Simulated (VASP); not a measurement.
Here is a VASP 6.6.1 calculation.

Contents of run.py:

```python
from ase.calculators.vasp import Vasp
from ase.dft.bandgap import bandgap
from ase.spacegroup import crystal

atoms = crystal(
    ['Rh'],
    basis=[[0.0, 0.0, 0.0]],
    spacegroup=225,
    setting=1,
    cellpar=[3.7957, 3.7957, 3.7957, 90.0, 90.0, 90.0],
    primitive_cell=True,
)
calc = Vasp(
    directory='calc',
    xc='hse06',
    pp='PBE',
    setups='minimal',
    prec='Accurate',
    encut=500,
    ediff=1e-06,
    ismear=0,
    sigma=0.05,
    lreal=False,
    lasph=True,
    nelm=100,
    algo='Normal',
    isif=2,
    lwave=False,
    lcharg=False,
    precfock='Fast',
    kpts=[6, 6, 6],
    gamma=True,
    nbands=10,
)
atoms.calc = calc

print('energy (eV):', atoms.get_potential_energy())
print('free energy (eV):', atoms.get_potential_energy(force_consistent=True))
print('forces (eV/A):')
print(atoms.get_forces())
print('stress (eV/A^3, Voigt):', atoms.get_stress())
print('Fermi level (eV):', calc.get_fermi_level())
gap, top, bottom = bandgap(calc)
print('band gap (eV):', gap, 'from (spin, k, band)', top, 'to', bottom)
```

Potentials or basis: VASP PAW PBE potentials, release 64 (Rh).

Run with:

```bash
$ python run.py
```

Q: What does it give for the band gap on the k mesh?

A: None (metal or under the smearing width).

Q: Predict the pressure.

A: -2.7 GPa.

Caveat: the k mesh is coarse (spacing up to 0.48 Å⁻¹), so the values aren't converged, least of all with exact exchange; the PAW data sets were made with another functional, which shifts forces and pressure a little.
